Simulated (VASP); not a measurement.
Wanted: the native input for a VASP 6.6.1 run.

```
Task                   : single point
Functional             : LDA
Potentials or basis    : VASP PAW LDA potentials, release 64 (Sn_d)
Cutoff                 : 520 eV
k mesh                 : 16 × 16 × 16
Occupations            : gaussian, width 0.1 eV
Spin                   : no spin polarisation
Dipole correction      : no
Further INCAR settings : ALGO = Fast; EDIFF = 1e-06; NBANDS = 21
```

The structure of Sn lies in POSCAR:

```
Sn
1.0
   -2.8943723615      2.8943723615      1.5613687580
    2.8943723615     -2.8943723615      1.5613687580
    2.8943723615      2.8943723615     -1.5613687580
Sn
2
Direct
    0.0000000000      0.0000000000      0.0000000000
    0.7500000000      0.2500000000      0.5000000000
```

The cell isn't the ideal one: relaxed again under DFT LDA, scalar-relativistic, plane waves, PAW.

These files were run (other wordings do the same):

INCAR

```
SYSTEM = Sn
PREC = Accurate ; ENCUT = 520
EDIFF = 1E-6 ; ISMEAR = 0
SIGMA = 0.1 ; LREAL = .False.
LASPH = .True. ; NELM = 100
ALGO = Fast ; ISIF = 2
LWAVE = .False. ; LCHARG = .False.
GGA = CA ; NBANDS = 21
```

KPOINTS

```
regular mesh
0
Gamma
  16 16 16
  0 0 0
```

Potentials or basis: VASP PAW LDA potentials, release 64 (Sn_d).

Command:

```sh
$ cat potpaw_LDA.64/Sn_d/POTCAR > POTCAR
$ mpirun -np 1 vasp_std > vasp.out
```

Results of the run:

```json
{
 "Pressure": "0.0 GPa",
 "Band gap on the k mesh": "none (metal or under the smearing width)"
}
```

It took 3.7 min on 1 thread of Intel(R) Xeon(R) Platinum 8488C (Sapphire Rapids) (shared host), peak memory 0.4 GiB.
